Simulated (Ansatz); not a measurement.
Here is an Ansatz 0.2.0 calculation.

Contents of input.yaml:

```yaml
crystal:
  lattice:
    - [-1.62254092, 1.62254092, 1.655654]
    - [1.62254092, -1.62254092, 1.655654]
    - [1.62254092, 1.62254092, -1.655654]
  atoms:
    - { symbol: Ag, position: [0.0, 0.0, 0.0] }
hamiltonian:
  xc: pbe
  pseudopotentials: { kind: paw }
kpoints:
  mp_grid: { grid: [11, 11, 11] }
scf:
  occupations: { method: fermi_dirac, width: 0.05 }
output:
  forces: true
  stress: true
  eigenvalues: true
```

Potentials or basis: Ansatz PAW.

Launch:

```console
$ ansatz run input.yaml --threads 2 --pin off --max-ram 5632MiB --backend cpu --events-out ev --progress --plain --runs-dir out
```

Predict the pressure.

3.0 GPa.

What does it give for the band gap on the k mesh?

None (metal or under the smearing width).

Stress tensor (GPa, compression positive):
```
2.83 0.00 0.00
0.00 2.83 0.00
0.00 0.00 3.41
```
